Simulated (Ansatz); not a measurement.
BAs: changing spin-orbit coupling

Symmetry: F-43m, No. 216, cubic system. Conventional cell: a = 4.777 Å, b = 4.777 Å, c = 4.777 Å, α = 90.00°, β = 90.00°, γ = 90.00°. As (site symmetry -43m) has 4 B at 2.07 Å as nearest neighbours. Around B (site symmetry -43m) lie 4 As at 2.07 Å.

Kept alike: task band structure; functional PBEsol; k mesh 10 × 10 × 10; occupations fermi-dirac, width 0.05 eV. Program: Ansatz, Ansatz PAW, cutoff 420 eV. The mesh is that of the run's cell of 2 atoms.

| spin-orbit coupling | band gap (eV) |
| --- | --- |
| off | 1.085 |
| on | 1.020 |

Gaps are the smaller of the mesh's and the band path's. All rows use potentials made for PBE.

Problem. What does spin-orbit coupling change here?

Solution. The band gap runs from 1.020 (on) to 1.085 eV (off). Spin-orbit coupling splits p and d bands at the edges, and the more so the heavier the atoms. Measured: 2.02 eV at 300 K (arxiv:1911.04914); nearest off, 0.935 eV off. Semilocal gaps fall short of quasiparticle gaps.
